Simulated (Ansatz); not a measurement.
# TaN: the cost of one run

Program: Ansatz 0.2.0. Level of theory: DFT, PBE, plane-wave PAW, default files, scalar-relativistic. These are calculated values, not measurements.

### 1 The system as given

Symmetry: P6_3/mmc, No. 194, hexagonal system. The conventional cell has a = 3.048 Å, b = 3.048 Å, c = 4.918 Å, α = 90.00°, β = 90.00°, γ = 120.00°. Ta (site symmetry -3m) has 6 N at 2.15 Å and 2 Ta at 2.46 Å as nearest neighbours. N (site symmetry -6m2) is surrounded by 6 Ta at 2.15 Å.

As a file:

```xyz
4
Lattice="3.0480 0.0000 0.0000 -1.5240 2.6396 0.0000 0.0000 0.0000 4.9180" Properties=species:S:1:pos:R:3 pbc="T T T"
Ta    0.0000    0.0000    0.0000
Ta    0.0000    0.0000    2.4590
N     0.0000    1.7598    1.2295
N     1.5240    0.8799    3.6885
```

The earlier run gave: no gap over 0.1 eV on the mesh, largest force 0.000 eV/Å, pressure 59.4 GPa.

Site by site (atoms counted from 1):

```tsv
site	atoms	first shell	V_zz (10²¹ V/m²)	η	C_Q (MHz)
Ta	1, 2	6 N at 2.15 Å	-19.00	0.00	-1456 (¹⁸¹Ta)
N	3, 4	6 Ta at 2.15 Å	0.62	0.00	0.307 (¹⁴N)
```

Conventions: |V_zz| ≥ |V_yy| ≥ |V_xx|, η = (V_xx − V_yy)/V_zz, C_Q = eQV_zz/h. Q values from Pyykkö, Mol. Phys. 116, 1328 (2018).

### 2 Z stretched by -2 %, ions relaxed

input.yaml reads:

```yaml
crystal:
  lattice:
    - [3.0480019786, 0.0, 0.0]
    - [-1.5240009893, 2.6396471442, 0.0]
    - [0.0, 0.0, 4.81964]
  atoms:
    - { symbol: Ta, position: [0.0, 0.0, 0.0], spin: 2.0 }
    - { symbol: Ta, position: [0.0, 0.0, 0.5], spin: 2.0 }
    - { symbol: "N", position: [0.3333333333, 0.6666666667, 0.25] }
    - { symbol: "N", position: [0.6666666667, 0.3333333333, 0.75] }
magnetization:
  spin_polarized: true
kpoints:
  mp_grid: { grid: [18, 18, 10] }
scf:
  occupations: { method: fermi_dirac, width: 0.05 }
hamiltonian:
  xc: pbe
  pseudopotentials: { kind: paw }
output:
  forces: true
  stress: true
  populations: true
  efg:
    quadrupole_moments_barn: { Ta: 3.17, "N": 0.02044 }
    contact_densities: true
relax:
  f_tol: 0.02
  max_steps: 60
```

Started as:

```bash
ansatz run input.yaml --threads 1 --pin off --max-ram 3072MiB --backend cpu --events-out ev --progress --plain --runs-dir out
```

What time and memory should one allow on 1 thread of AMD EPYC 9R14 (Zen 4), shared host?

About 23 s, with a peak of 0.71 GiB.
